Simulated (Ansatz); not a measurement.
# Ca (Im-3m) in Ansatz: single point with PBE

Aim: the single point of Ca with PBE.

Everything below comes from runs of Ansatz 0.2.0. Logs are shortened: lines on timing, memory, paths and dates and some standing lists are left out, and cuts for length are marked.

### 1 The cell of the first run

The structure is cubic, space group Im-3m (No. 229). The conventional cell has a = 4.480 Å, b = 4.480 Å, c = 4.480 Å, α = 90.00°, β = 90.00°, γ = 90.00°. Ca (site symmetry m-3m) has 8 Ca at 3.88 Å as nearest neighbours.

This isn't the form of Ca at room conditions, which is fcc.

### 2 Single point, PBE (the cell as VASP's run set it)

Input file input.yaml:

```yaml
crystal:
  lattice:
    - [3.87979381, 0.0, 0.0]
    - [-1.293264603, 3.6579046836, 0.0]
    - [-1.293264603, -1.8289523412, 3.167838381]
  atoms:
    - { symbol: Ca, position: [0.0, 0.0, 0.0] }
kpoints:
  mp_grid: { grid: [8, 8, 8] }
scf:
  occupations: { method: gaussian, width: 0.05 }
hamiltonian:
  xc: pbe
  pseudopotentials: { kind: all_electron, lapw: { basis_error: 0.001 } }
output:
  forces: true
  stress: true
  eigenvalues: true
```

Potentials or basis: all-electron LAPW, scalar-relativistic.

Command:

```sh
$ ansatz run input.yaml --threads 1 --pin off --max-ram 3072MiB --backend cpu --events-out ev --progress --plain --runs-dir out
```

Standard output:

```text
Warning: RAYON_NUM_THREADS=1 ignored (pool sized by the plan → 1); use --threads N
LAPW: plane waves up to 4.672 Å⁻¹, error target 1.0e-3 eV per atom; small_component_spin mean_spin; Ca in spheres of 1.940 Å, 10 of its electrons in bands, Dirac shells [] (how accurate: hamiltonian.pseudopotentials.lapw.basis_error, Limitations)
Engine: ansatz 0.2.0, aarch64-unknown-linux-gnu
Pseudopotentials: kind: all_electron
Pseudopotential: Ca, LAPW, valence charge 10, lapw/all_electron/scalar/gaussian/Ca, Koelling and Harmon's equation, gaussian nucleus
Functional definition: PBE
  parameter kappa = 0.804
  parameter beta = 0.06672455060314922
  exchange = pbe_x(kappa = kappa, mu = beta*pi^2/3)
  correlation = pbe_c(beta = beta)
Crystal: 1 atoms, lattice volume = 44.958 Å³
Basis set: ecut = 83.16486297859493 eV, 79 PW (Γ), exchange–correlation at level 2
Bands: 9, of which v1, the nominal top of the filled ones, is band 5 counted from 1 (4 counted from 0)
Symmetry: 48 space group operations
Space group: Im-3m (ITA 229), of the structure as read, at distance tolerance 3.6e-5 Å
k-points: 29 of 512
Non-local potential: Ca, projectors of the file, none
Initial density: superposition of atomic densities (chi_scale 0.1, normalization cell)
Initial wavefunctions: plane waves of lowest kinetic energy (no species holds an atomic orbital)
Functional: x = pbe(κ = 0.804, μ = 0.2195149727645171), c = pbe(β = 0.06672455060314922)
iter 1 solved again at ethr=5.70e-5 eV; its pass at ethr=1.00e-1 eV (dr2=5.70e-3 eV) is discarded
SCF iter   1: F=—  HF=-18514.435667 eV  |F-HF|=—  |Δ(HF+E_count)|=         —  Δρ=2.95e-3  dr2=5.72e-3  ethr=5.70e-5  ⟨swp⟩=3.7  Hψ=2123  notcnv=0
preconditioner: auto → Kerker (q_TF=auto, 2.124 Å⁻¹)  [metal: Δε(μ)=0.042 eV  Ē_g=3.375 eV  σ=0.050 eV  W_gap=0.41  n_scr=12 (ndim 8)  ℏωp=7.8 eV  f_vac=0.000  D(μ)=1.99/eV (n_scr^D=18)]
SCF iter   2: F=—  HF=-18514.439092 eV  |F-HF|=—  |Δ(HF+E_count)|=   3.43e-3  Δρ=2.36e-3  dr2=3.93e-3  ethr=5.70e-5  ⟨swp⟩=2.0  Hψ=821  notcnv=0
SCF iter   3: F=—  HF=-18514.442289 eV  |F-HF|=—  |Δ(HF+E_count)|=   3.20e-3  Δρ=1.27e-3  dr2=1.32e-3  ethr=3.93e-5  ⟨swp⟩=2.0  Hψ=816  notcnv=0
SCF iter   4: F=—  HF=-18514.442837 eV  |F-HF|=—  |Δ(HF+E_count)|=   5.48e-4  Δρ=3.99e-4  dr2=1.57e-4  ethr=1.32e-5  ⟨swp⟩=2.0  Hψ=816  notcnv=0
iter 5 solved again at ethr=5.22e-8 eV; its pass at ethr=1.57e-6 eV (dr2=5.22e-6 eV) is discarded
SCF iter   5: F=—  HF=-18514.442878 eV  |F-HF|=—  |Δ(HF+E_count)|=   4.03e-5  Δρ=8.10e-5  dr2=5.22e-6  ethr=5.22e-8  ⟨swp⟩=2.0  Hψ=1345  notcnv=0
SCF iter   6: F=—  HF=-18514.442878 eV  |F-HF|=—  |Δ(HF+E_count)|=   1.73e-7  Δρ=2.97e-5  dr2=5.16e-7  ethr=5.22e-8  ⟨swp⟩=2.0  Hψ=816  notcnv=0
SCF iter   7: F=-18514.442878 eV  HF=-18514.442878 eV  |F-HF|=3.87e-9  |Δ(HF+E_count)|=   8.52e-8  Δρ=3.12e-6  dr2=3.90e-9  ethr=5.16e-9  ⟨swp⟩=2.0  Hψ=816  notcnv=0
SCF 1 converged in 7 iterations: F = -18514.442878 eV  dr2 = 3.90e-9
SCF converged after 7 iterations
Free energy (F): -18514.442878 eV
Harris-Foulkes:  -18514.442878 eV  (|F-HF|=3.87e-9)
Internal energy: -18514.440365 eV  (E = F + TS)
E sigma→0 (E₀):  -18514.441621 eV
Entropy (-TS):   -0.002513 eV (-2.513 meV/atom)
Fermi energy:    4.813205 eV
--- Per-component energies (eV) ---
  E_band       = -177.952351
  E_kinetic    = 18658.000385
  E_xc         = -982.789506
  E_electrostatic = -36189.651244  (all electrons and nuclei)
  E_smearing   = -0.002513  (= −TS)
  E_closure    = 0.000000  (closes the sum)
  E_atoms      = -18512.560587  (free atoms, spherical and without spin; not in F)
  Σ components = -18514.442878   (vs F -18514.442878, Δ=0.00e0)
  Basis errors (estimates in eV, not in F): energy 3.2e-4 per atom: plane waves 3.2e-4 (1.7e-4 summed), levels above the bands 0.0e0, relativity 4.9e-9, radial functions 5.6e-6, core shells 1.0e-10; eigenvalues (radial functions only) 1.5e-6; not estimated: angular momenta, meshes, grids; target (lapw.basis_error) 1.0e-3; muffin-tin radii Ca 1.940 Å
--- Forces (eV/Å), atoms counted from 1 ---
  atom   1  Ca    -0.00000000     0.00000000     0.00000000
  max |Σ_I F_I| component: 3.08e-33 eV/Å
--- Stress (GPa, compression-positive) ---
       -0.957460       0.000000       0.000000
        0.000000      -0.957460      -0.000000
        0.000000      -0.000000      -0.957460
  P = ⅓ Tr σ = -0.9575 GPa (-9.575 kbar)
--- Band table (eV; the first three rows and the last of 29) ---
  k-point 0: bands = ["-37.3941", "-18.3124", "-18.3124", "-18.3124", "0.8813", "7.0315", "7.0315", "7.0315", "8.0192"]
  k-point 1: bands = ["-37.3925", "-18.3289", "-18.3180", "-18.3124", "1.1474", "6.8776", "6.9068", "7.2266", "7.8708"]
  k-point 2: bands = ["-37.3886", "-18.3681", "-18.3314", "-18.3122", "1.9067", "6.3396", "6.5447", "7.7757", "7.8458"]
  k-point 28: bands = ["-37.3747", "-18.3930", "-18.3930", "-18.3930", "4.9486", "4.9486", "8.5047", "8.5047", "8.5047"]
```

Run time: 1.6 s. Hardware: 1 thread of Arm Neoverse V1, shared host; peak memory 0.19 GiB.

What came out:

* Free energy: -18514.4429 eV
* Pressure: -1.0 GPa
* Band gap on the k mesh: none (metal or under the smearing width)

Levels at points of the mesh, in eV from the Fermi level:
| k point | band 2 | band 3 | band 4 | band 5 | band 6 | band 7 | band 8 | band 9 |
| --- | --- | --- | --- | --- | --- | --- | --- | --- |
| (0.00, 0.00, 0.00) | -23.13 | -23.13 | -23.13 | -3.93 | 2.22 | 2.22 | 2.22 | 3.21 |
| (0.00, 0.00, -0.50) | -23.24 | -23.16 | -23.13 | -0.85 | -0.06 | 1.33 | 3.10 | 3.45 |
| (-0.50, -0.50, -0.50) | -23.21 | -23.21 | -23.21 | 0.14 | 0.14 | 3.69 | 3.69 | 3.69 |

Caveat: the cell was measured hot, at 740 K.
